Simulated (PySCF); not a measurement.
Atoms are numbered as in `[NH2:1][c:2]1[cH:3][cH:4][cH:5][cH:6][cH:7]1`; H(Xn) means a hydrogen on atom n.

Geometry: PBE0-D3(BJ)/def2-TZVP; GIAO shifts from PySCF 2.14.0 with density-fitted response routines, gas phase, non-relativistic, averaged over equivalent atoms.

At KT3/pcSseg-2 (350 basis functions, 2.4 min wall time (4.4 min CPU) on 2 threads of an Intel Xeon, shared host):
```csv
atoms,δ (ppm)
N1,75.7
C2,145.5
C4/C6,127.1
C5,115.1
C3/C7,110.8
H(C4)/H(C6),7.12
H(C5),6.68
H(C3)/H(C7),6.57
H(N1),3.32
```

References, each an isolated molecule treated in the same way: NH3 for ¹⁵N (σ = 261.05 ppm); ¹³C (σ = 183.24 ppm) and ¹H (σ = 31.63 ppm) against TMS.

Task: Estimate the result of repeating the calculation with PBE0/pcSseg-2.

Result: 
```json
{"atoms": "N1", "δ at PBE0/pcSseg-2": "74.2", "change": "-1.5"}
{"atoms": "C2", "δ at PBE0/pcSseg-2": "157.6", "change": "+12.1"}
{"atoms": "C4/C6", "δ at PBE0/pcSseg-2": "139.5", "change": "+12.4"}
{"atoms": "C5", "δ at PBE0/pcSseg-2": "125.7", "change": "+10.6"}
{"atoms": "C3/C7", "δ at PBE0/pcSseg-2": "121.2", "change": "+10.4"}
{"atoms": "H(C4)/H(C6)", "δ at PBE0/pcSseg-2": "7.45", "change": "+0.33"}
{"atoms": "H(C5)", "δ at PBE0/pcSseg-2": "6.96", "change": "+0.28"}
{"atoms": "H(C3)/H(C7)", "δ at PBE0/pcSseg-2": "6.83", "change": "+0.26"}
{"atoms": "H(N1)", "δ at PBE0/pcSseg-2": "3.38", "change": "+0.06"}
```

Chemical shifts δ = σref − σ; NH3 for ¹⁵N (σref 263.78); ¹³C (σref 186.03), ¹H (σref 31.52) against TMS, all at this level.

The largest change is at C4/C6 (aromatic CH). Cost: 350 basis functions, 2.7 min wall time (4.6 min CPU) on 2 threads of an Intel Xeon, shared host. The order of the carbon signals is the same at both levels.

Experimental scales use liquid or dissolved standards, which lie at an offset from isolated NH3 (liquid NH3: subtract about 20 ppm).
